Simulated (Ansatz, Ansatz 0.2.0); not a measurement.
# Notes on relaxing the NiAs-type cell of TiSe to compare a and c with tabulated values

*Notes of a novice, printed with their mistakes. Don't take the settings or the reasoning as a model; a review follows at the end.*

## The measurement

The values to compare with are the two hexagonal cell lengths of TiSe in the NiAs structure, a = 3.5722 Å and c = 6.205 Å. They come from a printed reference work on crystal structures of NiAs and CdI2 type compounds. They are compiled values, and the method, the temperature and the composition of the sample are not given with them. The structure I start from is a different entry, a diffraction structure from the Crystallography Open Database with a = 3.559 Å and c = 6.220 Å. So the two cells do not agree exactly: the database one is 0.013 Å shorter in a and 0.015 Å longer in c. I will use the tabulated pair as the target and the database cell only as a starting point.

| compared with | measured | source's wording or label | method |
| --- | --- | --- | --- |
| a (Å) | 3.5722 | 357.22 pm | compiled value, method not stated |
| c (Å) | 6.205 | 620.5 pm | compiled value, method not stated |

Conditions are those given with the value in the passage it was taken from; "not stated" means there, and the paper may say more elsewhere. The values are a selection: others may have been left out beforehand as unlike or outlying.

## Model and target

The aim is to let the program relax the four-atom cell and read off a and c. I would call it a success if both come within 0.01 Å of the tabulated values, because then the first two decimals look about right in a table. The calculation has no temperature in it, and I will compare the numbers directly.

I plan to begin with LDA, since it is the first functional I came across, and get a quick answer. If a or c is off, I will change settings until they fit.

System: TiSe, NiAs type; P6_3/mmc (No. 194), 4 atoms in the primitive cell; the database structure is a diffraction structure: a = 3.559 Å, c = 6.220 Å; structure from the Crystallography Open Database.

On the selection of runs and values: Further runs on this system are not shown.

## 1. A quick first relaxation with LDA

I start from lattice vectors stretched by a factor of 1.02, so that the cell can shrink down onto the right size by itself. I also loosened the stopping thresholds to 0.2 eV/Å and 5 GPa so that it finishes soon. 5 GPa sounds small to me for a solid. I expect a and c to come out near the table, and then only small adjustments would be left.

**Run 1.** Ansatz 0.2.0: LDA, cell and atoms relaxed from the database structure, PAW set soft_2, cutoff 420 eV (default), 12x12x6 k mesh, Gaussian smearing 0.1 eV; started from lattice vectors 1.02 times the database's, thresholds 0.2 eV/A and 5 GPa.

Key lines of the input:
```
crystal:
  lattice:
    - [3.63018, 0.0, 0.0]
    - [-1.81509, 3.1438281003, 0.0]
    - [0.0, 0.0, 6.3444]
  # atoms
kpoints:
  mp_grid: { grid: [12, 12, 6] }
hamiltonian:
  xc: lda
scf:
  occupations: { method: gaussian, width: 0.1 }
output:
  forces: true
  stress: true
relax:
  adjacent_minimum: "off"
  f_tol: 0.2
  max_steps: 60
  cell: { stress_tol: 5.0 }
```

Command:
```
ansatz run input.yaml --threads 4 --pin off --max-ram 8192MiB --backend cpu --events-out ev --progress --plain --runs-dir out
```

Selected lines of the output:
```
relax step   3: F+E_penalty+E_count = -15672.15483014 eV  [...]  max|allowed force component| = 1.156e-17 eV/Å  [...]  P = +1.023 GPa  Ω = 63.800 Å³  [...]
relax step   4: F+E_penalty+E_count = -15672.15355572 eV  [...]  max|allowed force component| = 2.255e-17 eV/Å  [...]  P = +1.023 GPa  Ω = 63.800 Å³  [...]
--- Relaxed structure (3 steps of the walk, 3 accepted, 1 SCFs on fresh bases) ---
    - [3.3269370866404273, 0.0, 0.0]
    - [0.0, 0.0, 6.655820521777427]
```

Converged; 11 s on 4 cores of Arm Neoverse V1, shared host.

| quantity | run 1 | measured | deviation |
| --- | --- | --- | --- |
| a (Å) | 3.3269 | 3.5722 | −0.2453 (−6.9 %) |
| c (Å) | 6.656 | 6.205 | +0.451 (+7.3 %) |
| conventional cell volume (Å³) | 63.80 |  |  |

The run converged, and the largest force is about 10⁻¹⁷ eV/Å, so I take the relaxation to be very accurate. The pressure of 1.023 GPa is also well inside my limit. But a is 0.2453 Å too short and c is 0.451 Å too long. The cell started with a = 3.63018 Å and shrank straight past the tabulated value. I conclude that it had too little room at the start, and that the stretch has to be larger for a to stop in the right place.

## 2. More room at the start

I stay with LDA and stretch the starting lattice vectors by 1.04. I also allow at most 3 ionic steps, because the first run needed only three steps and the later ones seem to be where a gets too small. I expect a to end up larger this time, close to 3.57 Å.

**Run 2.** Ansatz 0.2.0: LDA, cell and atoms relaxed from the database structure, PAW set soft_2, cutoff 420 eV (default), 12x12x6 k mesh, Gaussian smearing 0.1 eV; started from lattice vectors 1.04 times the database's, at most 3 ionic steps.

Key lines of the input:
```
crystal:
  lattice:
    - [3.70136, 0.0, 0.0]
    - [-1.85068, 3.2054717886, 0.0]
    - [0.0, 0.0, 6.4688]
  # atoms
kpoints:
  mp_grid: { grid: [12, 12, 6] }
hamiltonian:
  xc: lda
scf:
  occupations: { method: gaussian, width: 0.1 }
output:
  forces: true
  stress: true
relax:
  adjacent_minimum: "off"
  f_tol: 0.005
  max_steps: 3
  cell: { stress_tol: 0.03 }
```

Selected lines of the output:
```
Basis set: ecut = 420 eV, 1269 PW (Γ) [...]
k-points: 76 of 864
SCF iter   9: F=—  HF=-15672.145169 eV  |F-HF|=—  |Δ(HF+E_count)|=  5.77e-10  Δρ=8.88e-7  dr2=3.77e-10  [...]
SCF iter  10: F=—  HF=-15672.145169 eV  |F-HF|=—  |Δ(HF+E_count)|=  9.46e-11  Δρ=2.02e-7  dr2=3.04e-11  [...]
SCF iter  11: F=-15672.145169 eV  HF=-15672.145169 eV  |F-HF|=0.00e0  |Δ(HF+E_count)|=  5.46e-12  Δρ=4.23e-8  dr2=9.02e-13  [...]
relax step   1: F+E_penalty+E_count = -15671.35390121 eV  [...]  max|allowed force component| = 1.793e-17 eV/Å  [...]  P = -14.232 GPa  Ω = 76.750 Å³  (7 SCF iters, dr2 threshold 1.00e-7 [...]
relax step   2: F+E_penalty+E_count = -15671.94533584 eV  [...]  max|allowed force component| = 3.527e-17 eV/Å  [...]  P = -3.704 GPa  Ω = 67.683 Å³  [...]
relax step   3: F+E_penalty+E_count = -15672.14516874 eV  [...]  max|allowed force component| = 3.874e-17 eV/Å  [...]  P = +2.030 GPa  Ω = 63.543 Å³  [...]
variable-cell relaxation did not converge after 3 steps: max|allowed force component| = 3.87e-17 eV/Å (threshold 5.0e-3), largest principal stress residual = 4.12e0 GPa on the free part of [...]
```

Not converged; 9.8 s, same machine.

This run stopped after its 3 steps at a volume of 63.543 Å³, and the first run ended at 63.800 Å³. The forces are again practically zero, so I count it as finished. The larger start has not kept the cell large. Since two different starts lead to almost the same volume, I take the LDA result as settled: LDA makes this crystal too long in c and too short in a, and the stopping thresholds have nothing to do with it.

## 3. Dispersion to pull c in

In the first run c was much too long. I have read that dispersion corrections add an attraction that ordinary functionals lack, and I picture the TiSe layers as being held together by it along c. So I switch to PBEsol with D3(BJ) and go back to the unstretched database cell. I expect c to come down towards 6.2 Å, and a to grow in return because the atoms have to go somewhere.

**Run 3.** Ansatz 0.2.0: PBEsol+D3(BJ), cell and atoms relaxed from the database structure, PAW set soft_2, cutoff 420 eV (default), 12x12x6 k mesh, Gaussian smearing 0.1 eV.

Key lines of the input:
```
crystal:
  # lattice and atoms
kpoints:
  mp_grid: { grid: [12, 12, 6] }
hamiltonian:
  xc: pbesol
  dispersion: d3bj
scf:
  occupations: { method: gaussian, width: 0.1 }
output:
  forces: true
  stress: true
relax:
  adjacent_minimum: "off"
  f_tol: 0.005
  max_steps: 60
  cell: { stress_tol: 0.03 }
```

Selected lines of the output:
```
relax step   1: F+E_penalty+E_count = -15802.86524373 eV  [...]  max|allowed force component| = 1.966e-17 eV/Å  [...]  P = -5.688 GPa  Ω = 68.230 Å³  (7 SCF iters, dr2 threshold 1.00e-7 eV [...]
    - [3.2973362609820405, 0.0, 0.0]
    - [0.0, 0.0, 6.7070888873956696]
```

Converged; 18 s on 4 cores of Arm Neoverse V2, shared host.

| quantity | run 3 | measured | deviation |
| --- | --- | --- | --- |
| a (Å) | 3.2973 | 3.5722 | −0.2749 (−7.7 %) |
| c (Å) | 6.707 | 6.205 | +0.502 (+8.1 %) |
| conventional cell volume (Å³) | 63.15 |  |  |

c did not come down. It is now 6.707 Å, against 6.656 Å in the first LDA run, and a has shrunk further to 3.2973 Å. From this I conclude that the dispersion correction pushes the layers apart in this compound, so I will leave it out. LDA was nearer in both lengths, which makes it the better functional for TiSe, and I go back to it.

## 4. Back to LDA with a lower cutoff

The cutoff has been 420 eV in every run so far, so it could be what holds the cell in the wrong shape. I lower it to 180 eV and start from the unstretched database cell. As I understand it, the cutoff limits how much energy the electrons may have, and with less energy they should bind less tightly in the plane. I expect a to grow towards 3.57 Å and c to shorten.

**Run 4.** Ansatz 0.2.0: LDA, cell and atoms relaxed from the database structure, PAW set soft_2, cutoff 180 eV, 12x12x6 k mesh, Gaussian smearing 0.1 eV.

Key lines of the input, as changed from run 3:
```diff
  hamiltonian:
-   xc: pbesol
-   dispersion: d3bj
+   xc: lda
+ basis:
+   ecutwfc: 180.0
  relax:
-   max_steps: 60
+   max_steps: 30
```

Selected lines of the output:
```
Basis set: ecut = 180 eV, 351 PW (Γ) [...]
k-points: 76 of 864
SCF iter   5: F=—  HF=-15641.233163 eV  |F-HF|=—  |Δ(HF+E_count)|=   1.29e-8  Δρ=2.96e-6  dr2=7.99e-9  [...]
SCF iter   6: F=—  HF=-15641.233163 eV  |F-HF|=—  |Δ(HF+E_count)|=   2.30e-9  Δρ=7.82e-7  dr2=5.54e-10  [...]
SCF iter   7: F=-15641.233163 eV  HF=-15641.233163 eV  |F-HF|=3.64e-12  |Δ(HF+E_count)|=  1.75e-10  Δρ=9.49e-8  dr2=8.35e-12  [...]
relax step  29: F+E_penalty+E_count = -15641.38031005 eV  [...]  max|allowed force component| = 3.701e-17 eV/Å  [...]  P = -0.107 GPa  Ω = 62.603 Å³  [...]
relax step  30: F+E_penalty+E_count = -15641.39194790 eV  [...]  max|allowed force component| = 1.041e-17 eV/Å  [...]  P = -0.001 GPa  Ω = 62.597 Å³  [...]
relax step  31: F+E_penalty+E_count = -15641.23316253 eV  [...]  max|allowed force component| = 1.272e-17 eV/Å  [...]  P = -1.189 GPa  Ω = 62.597 Å³  [...]
variable-cell relaxation did not converge after 31 `relax_step` rows, as none of its last 8 fresh-basis SCF(s) at a relaxed cell met both thresholds with a finite energy. The last misses [...]
```

Not converged; 27 s on 4 cores of Arm Neoverse V1, shared host. Warnings: cutoff_below_recommended.

The run used all its steps, but at step 30 the pressure was down to -0.001 GPa, so I take the volume of 62.597 Å³ as the answer. The energy is about 31 eV higher than in the LDA runs at 420 eV, which fits my idea that the electrons bind less tightly at a low cutoff. The cell has not grown, though: the first run gave 63.800 Å³. I conclude that the cutoff matters for the energy and not for the size of the cell, and I can stop thinking about it.

## 5. A newer functional and a more even mesh

What has stayed the same in all four runs is the 12×12×6 k mesh. It has twice as many points in the plane as along c, and I suspect that this uneven treatment squeezes a and stretches c. The 6×6×4 mesh is more even. I also change to r2SCAN, which is newer than LDA and should be better for any material, and leave its cutoff at the default. I expect a to move up and c to move down, both towards the table.

**Run 5.** Ansatz 0.2.0: r2SCAN, cell and atoms relaxed from the database structure, PAW set soft_2, cutoff 500 eV (default), 6x6x4 k mesh, Gaussian smearing 0.1 eV.

Key lines of the input, as changed from run 3:
```diff
  kpoints:
-   mp_grid: { grid: [12, 12, 6] }
+   mp_grid: { grid: [6, 6, 4] }
  hamiltonian:
-   xc: pbesol
-   dispersion: d3bj
+   xc: r2scan
```

Selected lines of the output:
```
relax step   1: F+E_penalty+E_count = -15969.71772311 eV  [...]  max|allowed force component| = 1.850e-17 eV/Å  [...]  P = +3.666 GPa  Ω = 68.230 Å³  (8 SCF iters, dr2 threshold 1.00e-7 eV [...]
relax step   5: F+E_penalty+E_count = -15969.91322350 eV  [...]  max|allowed force component| = 1.677e-17 eV/Å  [...]  P = -0.007 GPa  Ω = 68.617 Å³  [...]
relax step   6: F+E_penalty+E_count = -15969.91354715 eV  [...]  max|allowed force component| = 1.850e-17 eV/Å  [...]  P = -0.005 GPa  Ω = 68.617 Å³  [...]
    - [3.427881831676208, 0.0, 0.0]
    - [0.0, 0.0, 6.742918690467558]
```

Converged; 12 s, same machine.

| quantity | run 5 | measured | deviation |
| --- | --- | --- | --- |
| a (Å) | 3.4279 | 3.5722 | −0.1443 (−4.0 %) |
| c (Å) | 6.743 | 6.205 | +0.538 (+8.7 %) |
| conventional cell volume (Å³) | 68.62 |  |  |

a has gone up to 3.4279 Å, the closest so far, and I put this down to the more even mesh. c is 6.743 Å, longer than in any run before, so that part must come from r2SCAN. The volume is 68.617 Å³, and the database cell at step 1 had 68.230 Å³. With the volume this close I take the calculation to be basically right, with only the split between a and c still to be adjusted.

## 6. The even mesh with LDA

I keep the 6×6×4 mesh, which I think repaired a, and go back to LDA, which gave the shortest c of the finished runs. Putting the two together should give the good a and the good c at once. I expect a above 3.43 Å and c below 6.6 Å.

**Run 6.** Ansatz 0.2.0: LDA, cell and atoms relaxed from the database structure, PAW set soft_2, cutoff 420 eV (default), 6x6x4 k mesh, Gaussian smearing 0.1 eV.

Key lines of the input, as changed from run 3:
```diff
  kpoints:
-   mp_grid: { grid: [12, 12, 6] }
+   mp_grid: { grid: [6, 6, 4] }
  hamiltonian:
-   xc: pbesol
-   dispersion: d3bj
+   xc: lda
```

Selected lines of the output:
```
relax step   1: F+E_penalty+E_count = -15671.87451429 eV  [...]  max|allowed force component| = 2.544e-17 eV/Å  [...]  P = -4.064 GPa  Ω = 68.230 Å³  (7 SCF iters, dr2 threshold 1.00e-7 eV [...]
relax step   9: F+E_penalty+E_count = -15672.16266716 eV  [...]  max|allowed force component| = 1.330e-17 eV/Å  [...]  P = +0.001 GPa  Ω = 64.240 Å³  [...]
    - [3.3305403941142786, 0.0, 0.0]
    - [0.0, 0.0, 6.687205659952522]
```

Converged; 8.4 s, same machine.

| quantity | run 6 | measured | deviation |
| --- | --- | --- | --- |
| a (Å) | 3.3305 | 3.5722 | −0.2417 (−6.8 %) |
| c (Å) | 6.687 | 6.205 | +0.482 (+7.8 %) |
| conventional cell volume (Å³) | 64.24 |  |  |

The combination did not give the good a together with the good c. a is back down at 3.3305 Å, and c is 6.687 Å, a little longer than the 6.656 Å of the first LDA run. I had expected the 6×6×4 mesh to hold a above 3.43 Å, so I now think that it only works together with r2SCAN and that LDA cannot make use of it. The pressure is 0.001 GPa and the forces are practically zero, which tells me that the cell itself is correct for LDA.

I stop here and keep the r2SCAN cell, with a = 3.4279 Å and c = 6.743 Å, as my result for TiSe. Its a is the nearest to the table, and its volume is almost that of the database cell. c is still 0.538 Å too long, but I count that as the smaller problem, because c is the longer axis and has more room for error.

## Collected results

| run | settings | a (Å) | deviation | c (Å) | deviation | cost | status |
| --- | --- | --- | --- | --- | --- | --- | --- |
| 1 | LDA, cutoff 420 eV (default), 12x12x6 k mesh, started from lattice vectors 1.02 times the database's, thresholds 0.2 eV/A and 5 GPa | 3.3269 | −0.2453 (−6.9 %) | 6.656 | +0.451 (+7.3 %) | under 1 core-min |  |
| 2 | LDA, cutoff 420 eV (default), 12x12x6 k mesh, started from lattice vectors 1.04 times the database's, at most 3 ionic steps | – |  | – |  | under 1 core-min | not converged |
| 3 | PBEsol+D3(BJ), cutoff 420 eV (default), 12x12x6 k mesh | 3.2973 | −0.2749 (−7.7 %) | 6.707 | +0.502 (+8.1 %) | 72 core-s |  |
| 4 | LDA, cutoff 180 eV, 12x12x6 k mesh | – |  | – |  | 1.8 core-min | not converged |
| 5 | r2SCAN, cutoff 500 eV (default), 6x6x4 k mesh | 3.4279 | −0.1443 (−4.0 %) | 6.743 | +0.538 (+8.7 %) | under 1 core-min |  |
| 6 | LDA, cutoff 420 eV (default), 6x6x4 k mesh | 3.3305 | −0.2417 (−6.8 %) | 6.687 | +0.482 (+7.8 %) | under 1 core-min |  |
|  | measured | 3.5722 |  | 6.205 |  |  |  |

## Closing entry

Neither length came within the 0.01 Å I had set as my target. In all four runs that finished, a is too short and c is too long. The r2SCAN cell is still my choice, although its a is 0.1443 Å below the table and its c is 0.538 Å above it. Since one length is too small and the other too large, I think the errors mostly make up for each other, and I would use this cell for whatever we calculate next on TiSe.

What I take from the work is that LDA needs a different mesh from r2SCAN, that dispersion pushes the layers apart, and that the cutoff is not important for the size of the cell. I can't explain why c never came down, whatever I changed. My best guess is that the program finds it harder to get a long axis right than a short one. If c has to be better for your purposes, I would take 6.205 Å from the table and keep my calculated a.

## Review

Further runs made for the review:

| reviewer's run | settings | a (Å) | deviation | c (Å) | deviation | cost |
| --- | --- | --- | --- | --- | --- | --- |
| R1 | LDA, cutoff 420 eV (default), 12x12x6 k mesh | 3.3303 | −0.2419 (−6.8 %) | 6.686 | +0.481 (+7.8 %) | 91 core-s |
| R2 | PBEsol, cutoff 420 eV (default), 12x12x6 k mesh | 3.3570 | −0.2152 (−6.0 %) | 6.755 | +0.550 (+8.9 %) | 94 core-s |
| R3 | r2SCAN, cutoff 500 eV (default), 12x12x6 k mesh | 3.4274 | −0.1448 (−4.1 %) | 6.744 | +0.539 (+8.7 %) | 2.3 core-min |
|  | measured | 3.5722 |  | 6.205 |  |  |

The notebook rightly notes that the two measured cells differ, by 0.013 Å in a and 0.015 Å in c. Its 0.01 Å target is therefore arbitrary and stricter than the data allow. Changing settings until they fit is no test, and neither coming first to hand nor being newer justifies a functional.

Run 1 stopped at 1.023 GPa because 5 GPa is a loose threshold. The near-zero forces prove nothing, since symmetry fixes the atoms. Properly relaxed LDA (R1, 91 core-seconds) gives a = 3.3303 Å and c = 6.686 Å, so run 1's c was 0.030 Å short. More room at the start doesn't move the minimum.

Run 2 tightened the thresholds, which the text omits, but three steps left it unconverged at 2.030 GPa. It needed more steps and can't show that thresholds are irrelevant. LDA's short a and long c are nevertheless real, as R1 shows.

Run 3 changed functional and dispersion together. Against plain PBEsol (R2), D3 shortens a by 0.060 Å and c by 0.048 Å, so here it pulls the layers together. NiAs-type layers are in any case joined by Ti–Se bonds, and a need not grow when c shrinks. Being nearer to the table doesn't make LDA the better functional.

Run 4 ignored the cutoff warning. The cutoff limits the plane-wave basis, not the electrons' energy, and the higher total energy reflects a poor basis, not weaker bonding. The -0.001 GPa belonged to an outdated basis; a fresh one gave -1.189 GPa, and the run didn't converge. Its unconverged volume, about 1.6 Å³ below run 6's, doesn't show that cutoff is unimportant for cell size. The default cutoff in R1 cost less than this run.

Run 5 again changed two things, functional and mesh, and the default cutoff rose to 500 eV along with the functional. The 12×12×6 mesh is the more even one, because a longer axis needs fewer points. With it, r2SCAN (R3, 2.3 core-minutes) gives a = 3.4274 Å and c = 6.744 Å, practically run 5's cell. The larger a thus comes not from the mesh but from the change of functional (with its own default cutoff), as does the longer c, which the notebook recognised. The volume is near the database's only because opposite errors cancel.

Run 6 is soundly relaxed and agrees with R1 within 0.001 Å, so LDA needs no special mesh. Its c exceeds run 1's because run 1 stopped early.

The closing choice excuses c as the longer axis, yet its error is 8.7 %, against 4.0 % for a. Cancelling errors don't repair the shape: c/a is about 1.97, against 1.74 measured, so this cell can't stand in for the measured crystal in further work. Nothing suggests that the program struggles with long axes. Joining a calculated a to a tabulated c gives neither a relaxed nor a measured cell.

Verdict: the sound relaxations shown here, all of the ideal cell held at its starting symmetry, don't reproduce this measurement. R3, R2 and R1 all make a too short, by 0.14 to 0.24 Å, and c too long, by about 0.5 Å. The notebook compares a static cell with values of unstated temperature, but thermal expansion is far too small to account for errors of several per cent, and ordinary positive expansion would work the wrong way for a calculated c that is already too long. The cause remains open. The model is ideal and ordered, whereas titanium selenides often have vacancies and variable composition, and the tabulated sample's composition isn't stated, so the values may not describe this model. Runs with magnetic order or a symmetry-breaking distortion, and checks of the default cutoff and of the smearing, are not shown in this report.

[Logs are printed without paths, hosts, clocks, repeated set-up lines and the standing remarks that a program may print on its own settings, such as how far it seeks lower states.]

[The runs shown are a pick from a larger set of finished runs; failed, doubtful and other runs were left out of it ahead of writing. So were measured values far from every level or from commonly accepted values, and agreement can look better than it is. Lines of input and output are excerpts and may be shortened.]
